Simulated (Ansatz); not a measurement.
BCl3 on the (100) surface of TaN, space group Fm-3m (No. 225) (top face towards +c; held atoms: 1, 2, 3, 4, 5, 6, 7, 8), one molecule per 38.5 Å². Starting structure (upright, lowest atom Cl over a hollow N-N site; the molecule's atoms stand last):

```xyz
28
Lattice="6.2015 0.0000 0.0000 0.0000 6.2015 0.0000 0.0000 0.0000 25.0101" Properties=species:S:1:pos:R:3 pbc="T T T"
Ta    3.1007    3.1007    8.0000
Ta    3.1007    0.0000    8.0000
Ta    0.0000    3.1007    8.0000
Ta    0.0000    0.0000    8.0000
N     1.5504    1.5504    8.0000
N     1.5504    4.6511    8.0000
N     4.6511    1.5504    8.0000
N     4.6511    4.6511    8.0000
Ta    4.6511    4.6511   10.2621
Ta    4.6511    1.5504   10.2621
Ta    1.5504    4.6511   10.2621
Ta    1.5504    1.5504   10.2621
N     3.1007    3.1007   10.1552
N     3.1007    0.0000   10.1552
N     0.0000    3.1007   10.1552
N     0.0000    0.0000   10.1552
Ta    0.0000    0.0000   12.3120
Ta    0.0000    3.1007   12.3120
Ta    3.1007    0.0000   12.3120
Ta    3.1007    3.1007   12.3120
N     4.6511    4.6511   12.6263
N     4.6511    1.5504   12.6263
N     1.5504    4.6511   12.6263
N     1.5504    1.5504   12.6263
B     0.7906    1.7895   16.3813
Cl    0.7906    1.7895   18.1313
Cl    0.0309    0.4781   15.5063
Cl    1.5504    3.1007   15.5063
```

Theory: Ansatz, DFT PBE+D3(BJ), scalar-relativistic, plane waves, PAW. Cutoff 420 eV; k points 3×3×1 on the computed 28-atom cell (Γ-centred); Gaussian smearing, width 0.10 eV; no spin polarisation. The cell repeats along c with a dipole correction in the vacuum.

E_ads is per molecule, from the clean relaxed slab and the free relaxed molecule; negative means bound; no zero-point or thermal terms, forces under 0.04 eV/Å, and the free molecule is spin-polarised where open-shell. Heights count from the highest slab atom.

(1) What does it relax to?

Each end is the local minimum that its start leads to.

Answers

(1) E_ads = -1.60 eV; the molecule stays whole. Final structure after 36 steps:

```yaml
crystal:
  lattice:
    - [6.20149, 0.00000, 0.00000]
    - [0.00000, 6.20149, 0.00000]
    - [0.00000, 0.00000, 25.01012]
  atoms:
    - { symbol: Ta, position: [0.50000, 0.50000, 0.31987] }
    - { symbol: Ta, position: [0.50000, 0.00000, 0.31987] }
    - { symbol: Ta, position: [0.00000, 0.50000, 0.31987] }
    - { symbol: Ta, position: [0.00000, 0.00000, 0.31987] }
    - { symbol: N, position: [0.25000, 0.25000, 0.31987] }
    - { symbol: N, position: [0.25000, 0.75000, 0.31987] }
    - { symbol: N, position: [0.75000, 0.25000, 0.31987] }
    - { symbol: N, position: [0.75000, 0.75000, 0.31987] }
    - { symbol: Ta, position: [0.72809, 0.75025, 0.41047] }
    - { symbol: Ta, position: [0.77216, 0.24848, 0.40995] }
    - { symbol: Ta, position: [0.27616, 0.75082, 0.40573] }
    - { symbol: Ta, position: [0.21930, 0.24730, 0.40526] }
    - { symbol: N, position: [0.49730, 0.46788, 0.40447] }
    - { symbol: N, position: [0.49927, 0.03046, 0.40477] }
    - { symbol: N, position: [0.99979, 0.53038, 0.40493] }
    - { symbol: N, position: [0.99833, 0.96755, 0.40412] }
    - { symbol: Ta, position: [0.98725, 0.00348, 0.49057] }
    - { symbol: Ta, position: [0.99263, 0.49685, 0.49015] }
    - { symbol: Ta, position: [0.50673, 0.99569, 0.49071] }
    - { symbol: Ta, position: [0.50777, 0.51228, 0.48826] }
    - { symbol: N, position: [0.75301, 0.74753, 0.50508] }
    - { symbol: N, position: [0.74078, 0.25644, 0.50188] }
    - { symbol: N, position: [0.25022, 0.75271, 0.49633] }
    - { symbol: N, position: [0.25017, 0.25201, 0.49328] }
    - { symbol: B, position: [0.18958, 0.17532, 0.61192] }
    - { symbol: Cl, position: [0.45822, 0.08178, 0.60236] }
    - { symbol: Cl, position: [0.98225, 0.98479, 0.59700] }
    - { symbol: Cl, position: [0.12139, 0.45111, 0.60265] }
```

The reference crystal is the rock-salt form of TaN, which isn't its usual structure.